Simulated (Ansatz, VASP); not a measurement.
# Two plane-wave programs on ZnO

```xyz
2
Lattice="1.4332 -3.5271 0.0000 1.4332 3.5271 0.0000 0.0000 0.0000 2.8385" Properties=species:S:1:pos:R:3 pbc="T T T"
Zn    0.0000    0.0000    0.0000
O     1.4332    0.0000    1.4192
```

The cell was built by a generator and needn't be a form met in nature.

Alike in both runs: task single point; functional PBE; k mesh 10 × 10 × 9; occupations fermi-dirac, width 0.05 eV; no spin polarisation.

|  | VASP | Ansatz |
| --- | --- | --- |
| version | VASP 6.6.1 | Ansatz 0.2.0 |
| potentials or method | VASP PAW PBE potentials, release 64 (Zn, O) | Ansatz PAW |
| plane-wave cutoff (eV) | 520 | 420 |
| valence electrons in the cell | 18 | 18 |

Ansatz gave:

```
gap on the k mesh at the Fermi level (eV)       : none
pressure (GPa)                                  : 0.0
largest component of the traceless stress (GPa) : 0.03
```

Estimate VASP's values.

gap on the k mesh at the Fermi level (eV): none; pressure (GPa): 0.9; largest component of the traceless stress (GPa): 0.93.

A gap of «none» marks a metal or a gap that the smearing closes. The functional is the same, so the differences come from potentials, cutoffs and numerics.

Caveats: the pressure holds a Pulay correction of +0.6 GPa for the finite cutoff (Ansatz).
